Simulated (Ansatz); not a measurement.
NaI built on the rocksalt prototype, relaxed with r2SCAN: the symmetry is Fm-3m (No. 225, cubic); conventional cell a = 6.459 Å, 33.69 Å³ an atom. Around Na lie 6 I at 3.23 Å; around I lie 6 Na at 3.23 Å. One-shot G0W0@PBE in the plane-wave code Ansatz on a 4×4×4 mesh (contour deformation, no spin-orbit coupling), from a PBE gap of 3.659 eV over the mesh points (the G0W0 gap is direct on the mesh); the number N of bands summed and the screening cutoff rise together. Spin-unpolarised throughout; all numbers are computed.

```tsv
N	cutoff (eV)	1000/N	G0W0 gap (eV)
122	80	8.197	5.512
266	140	3.759	5.638
```

Task: Lay a straight line in 1000/N through these rows.

Result: The slope is -0.0284 eV per unit of 1000/N and the intercept 5.745 eV.

Task: Predict the gap at N = 478 (210 eV).

Result: 5.745 + (-0.0284) × 2.092 = 5.686 eV; the run gives 5.677 eV, -0.009 eV from the line.

Task: With that run's result added, what limit do the last two rows suggest?

Result: Their slope is (5.677 − 5.638)/(2.092 − 3.759) = -0.0234, which meets 1/N = 0 at 5.73 eV, against 5.745 eV from the first line. The slope flattens, so the first line overshoots; the k mesh isn't extrapolated.

No spin-orbit coupling is included; it can move band edges with weight on the heavy atoms by tenths of an eV.
